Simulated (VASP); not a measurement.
# PbS (Galena): relaxation of the atoms with PBE

Crystal: PbS (Galena).

```
Pb S
1.0
     0.00000    2.98357    2.98357
     2.98357    0.00000    2.98357
     2.98357    2.98357    0.00000
Pb S
1 1
Direct
  0.00000 0.00000 0.00000
  0.50000 0.50000 0.50000
```

The cell isn't the ideal one: a relaxed cell with its volume scaled by 0.98.

```
Program                : VASP 6.6.1
Task                   : relaxation of the atoms
Functional             : PBE
Potentials or basis    : VASP PAW PBE potentials, release 64 (Pb_d, S)
Cutoff                 : 600 eV
k mesh                 : 8 × 8 × 8
Occupations            : gaussian, width 0.03 eV
Spin                   : no spin polarisation
Further INCAR settings : ALGO = Fast; EDIFF = 1e-07; IBRION = 2; EDIFFG = -0.01; NSW = 40
```

```json
{
 "Pressure after relaxing": "1.1 GPa",
 "Band gap on the k mesh": "0.43 eV, direct"
}
```

Final structure:
```
CELL_PARAMETERS angstrom
0.00000 2.98357 2.98357
2.98357 0.00000 2.98357
2.98357 2.98357 0.00000
ATOMIC_POSITIONS crystal
Pb 0.00000 0.00000 0.00000
S 0.50000 0.50000 0.50000
```

Levels at points of the mesh, in eV from the valence-band top:
```csv
k point,band 6,band 7,band 8,band 9,band 10,band 11,band 12,band 13,band 14
"(0.00, 0.00, 0.00)",-13.42,-6.05,-2.07,-2.07,-2.07,5.18,5.18,5.18,6.80
"(0.50, 0.00, 0.00)",-12.22,-8.73,-1.69,-1.69,0.00,0.43,2.02,2.02,8.66
"(0.50, 0.50, 0.00)",-11.82,-7.16,-5.02,-3.31,-3.31,3.96,5.53,5.63,5.63
```

Wall time 20 s on 1 thread of Intel(R) Xeon(R) 6975P-C (Granite Rapids) (shared host), peak memory 0.21 GiB.

Caveat: the relaxation stopped at its first step, so nothing moved; spin-orbit coupling is left out, which as a rule narrows the gap of such compounds by several tenths of an eV. A k mesh can miss the band edges.
